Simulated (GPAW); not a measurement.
Runs of GPAW 26.7.0 on Ta4C3. It takes space group Pm-3m (No. 221, cubic). The conventional cell has a = 4.445 Å, b = 4.445 Å, c = 4.445 Å, α = 90.00°, β = 90.00°, γ = 90.00°. Ta (site symmetry m-3m) has 6 C at 2.22 Å as nearest neighbours. Ta (site symmetry 4/mmm) has 4 C at 2.22 Å as nearest neighbours. C (site symmetry 4/mmm) has 6 Ta at 2.22 Å as nearest neighbours. The cell comes from a database or a generator and needn't be the stable form of this composition.

```tsv
task	level	potentials or basis	k mesh	band path	band points	pressure (GPa)	V0 of scaled cells (Å³/atom)	B0 (GPa)
equation of state	LDA	the program's PAW data sets (release 1.2.1) made for this functional, pw	5 × 5 × 5	-	-	-	(b)	(a)
equation of state	PBEsol	PAW data sets generated in the run's folder for this functional, pw	6 × 6 × 6	-	-	-	12.21	310
single point	PBEsol	PAW data sets generated in the run's folder for this functional, pw	6 × 6 × 6	-	-	-8.1	-	-
band structure	LDA	the program's PAW data sets (release 1.2.1) made for this functional, pw	5 × 5 × 5	GXMGRX,MR	100	-14.4	-	-
band structure	PBEsol	PAW data sets generated in the run's folder for this functional, pw	5 × 5 × 5	GXMGRX,MR	100	-8.1	-	-
```

Alike in all rows: no spin polarisation; cell as given; cutoff (eV) 800; smearing fermi-dirac 0.05 eV.

Q: Estimate the missing entries.

A: (a) 325; (b) 11.95.
